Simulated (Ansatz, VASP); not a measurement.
**SiO2 in VASP and in Ansatz**

INCAR

```
PREC = Accurate
ENCUT = 520
EDIFF = 1E-8
ISMEAR = -1
SIGMA = 0.02
LREAL = False
LASPH = True
NELM = 100
ALGO = Normal
ISIF = 2
LWAVE = False
LCHARG = False
GGA = PE
LEFG = True
NBANDS = 25
```

Contents of KPOINTS:

```
Automatic mesh
0
Gamma
  6 6 6
```

POSCAR

```
SiO2
1.0
   -2.3740500000      2.3740500000      3.7440000000
    2.3740500000     -2.3740500000      3.7440000000
    2.3740500000      2.3740500000     -3.7440000000
Si O
2 4
Direct
    0.0000000000      0.0000000000      0.0000000000
    0.7500000000      0.2500000000      0.5000000000
    1.0014241066      0.6250000000      0.8764241066
    0.3750000000      0.2514241066      0.3764241066
    0.7485758934      0.1250000000      0.1235758934
    0.8750000000     -0.0014241066      0.6235758934
```

Input for Ansatz:

```yaml
crystal:
  lattice:
    - [-2.37405, 2.37405, 3.744]
    - [2.37405, -2.37405, 3.744]
    - [2.37405, 2.37405, -3.744]
  atoms:
    - { symbol: Si, position: [0.0, 0.0, 0.0] }
    - { symbol: Si, position: [0.75, 0.25, 0.5] }
    - { symbol: O, position: [1.0014241066, 0.625, 0.8764241066] }
    - { symbol: O, position: [0.375, 0.2514241066, 0.3764241066] }
    - { symbol: O, position: [0.7485758934, 0.125, 0.1235758934] }
    - { symbol: O, position: [0.875, -0.0014241066, 0.6235758934] }
kpoints:
  mp_grid: { grid: [6, 6, 6] }
scf:
  occupations: { method: fermi_dirac, width: 0.02 }
  mixing: { algorithm: broyden, beta: 0.1 }
hamiltonian:
  xc: pbe
  pseudopotentials: { kind: paw, source: jth }
output:
  forces: true
  stress: true
  populations: true
  efg: { quadrupole_moments_barn: { O: -0.02558 }, contact_densities: true }
```

The cell comes from a database or a generator and needn't be the stable form of this composition.

Alike in both runs: task electric field gradients; functional PBE; k mesh 6 × 6 × 6; occupations fermi-dirac, width 0.02 eV; no spin polarisation.

|  | VASP | Ansatz |
| --- | --- | --- |
| version | VASP 6.6.1 | Ansatz 0.2.0 |
| potentials or method | VASP PAW PBE potentials, release 64 (Si, O) | plane-wave PAW, scalar-relativistic |
| plane-wave cutoff (eV) | 520 | 1380 |
| valence electrons in the cell | 32 | 32 |

VASP gave:

| Property | Result |
| --- | --- |
| gap on the k mesh at the Fermi level (eV) | 6.01 |
| pressure (GPa) | 2.3 |
| largest component of the traceless stress (GPa) | 1.11 |
| rms of the force components (eV/Å) | 0.000 |
| Vzz of the field gradient on the site that differs most (V/Å²) | 86.1 |

Q: Which values does Ansatz return?

A: gap on the k mesh at the Fermi level (eV): 6.00; pressure (GPa): 0.6; largest component of the traceless stress (GPa): 1.13; rms of the force components (eV/Å): 0.073; Vzz of the field gradient on the site that differs most (V/Å²): 87.4.

Atom by atom the forces differ by 0.073 eV/Å (rms over components). Ansatz warned: «radial_quadrature_taken».

A k mesh can miss the band edges.
